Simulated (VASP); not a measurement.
Write the native input for VASP 6.6.1 that does the following.

```
Task                   : single point
Functional             : PBEsol
Potentials or basis    : VASP PAW PBE potentials, release 64 (Ag)
Cutoff                 : 520 eV
k mesh                 : 18 × 18 × 10
Occupations            : fermi-dirac, width 0.15 eV
Spin                   : no spin polarisation
Dipole correction      : no
Further INCAR settings : ALGO = Fast; EDIFF = 1e-06; NBANDS = 18
```

The structure of Ag lies in POSCAR:

```
Ag
1.0
    2.8641596656      0.0000000000      0.0000000000
   -1.4320798328      2.4804350309      0.0000000000
    0.0000000000      0.0000000000      4.7002733281
Ag
2
Direct
    0.3333333333      0.6666666667      0.2500000000
    0.6666666667      0.3333333333      0.7500000000
```

This isn't the form of Ag at room conditions, which is fcc.

The cell isn't the ideal one: cell and atoms relaxed tightly for response.

The input as run:

INCAR

```
ALGO = Fast ; EDIFF = 1E-6
ENCUT = 520 ; GGA = PS
ISIF = 2 ; ISMEAR = -1
LASPH = True ; LCHARG = True
LELF = True ; LREAL = False
LVHAR = True ; LWAVE = False
NBANDS = 18 ; NELM = 100
PREC = Accurate ; SIGMA = 0.15
```

KPOINTS

```
k-points
0
Gamma
  18 18 10
```

Potentials or basis: VASP PAW PBE potentials, release 64 (Ag).

Run with:

```bash
$ cat potpaw_PBE.64/Ag/POTCAR > POTCAR
$ mpirun -np 1 vasp_std > vasp.out
```

Results of the run:

```yaml
Pressure: -0.3 GPa
Band_gap_on_the_k_mesh: none (metal or under the smearing width)
```

Caveat: the PAW data sets were made with another functional, which shifts forces and pressure a little.

It took 48 s on 1 thread of Intel(R) Xeon(R) Platinum 8488C (Sapphire Rapids) (shared host), peak memory 0.23 GiB.
